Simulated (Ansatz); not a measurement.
Here is an Ansatz 0.2.0 calculation.

Contents of input.yaml:

```yaml
crystal:
  lattice:
    - [4.3, 0.0, 0.0]
    - [-2.15, 3.7239092363, 0.0]
    - [0.0, 0.0, 7.02]
  atoms:
    - { symbol: Cd, position: [0.6666666667, 0.3333333333, 0.5] }
    - { symbol: Cd, position: [0.3333333333, 0.6666666667, 0.0] }
    - { symbol: Se, position: [0.6666666667, 0.3333333333, 0.885] }
    - { symbol: Se, position: [0.3333333333, 0.6666666667, 0.385] }
hamiltonian:
  xc: pbe
  pseudopotentials: { kind: paw }
kpoints:
  mp_grid: { grid: [7, 7, 4] }
scf:
  occupations: { method: gaussian, width: 0.03 }
output:
  forces: true
  stress: true
  eigenvalues: true
  write_density: true
  write_potential: true
  elf: true
  volumetric_format: npy
```

Potentials or basis: Ansatz PAW.

The run is started by

```console
$ ansatz run input.yaml --threads 2 --pin off --max-ram 5632MiB --backend cpu --events-out ev --progress --plain --runs-dir out
```

Q: Estimate the band gap on the k mesh.

A: 0.70 eV, direct.

Q: What does it give for the largest force?

A: 0.282 eV/Å.

Q: What does it give for the pressure?

A: 3.0 GPa.

Forces on the atoms (eV/Å):
```
Cd   0.000  0.000  0.282
Cd   0.000  0.000  0.282
Se   0.000  0.000 -0.282
Se   0.000  0.000 -0.282
```

Caveat: odd divisions of the mesh miss points on the zone boundary, where band edges often lie, so the gap on the mesh can be too wide.

**Experimental background.**

A printed reference work, data compilation reports, for a bulk crystal of CdSe at 2 K: band gap 1.841 eV.

Measured gap of CdSe: 1.841 eV (2 K; a printed reference work, data compilation). This calculation gives 0.70 eV (-1.14 eV). So large a miss can be the level of theory's own, or it may mean another phase, state or a wrong row. Spin-orbit coupling on Cd, Se is left out. The value is that of PBE, without temperature or zero-point motion. Semilocal functionals fall short of measured gaps as a rule.
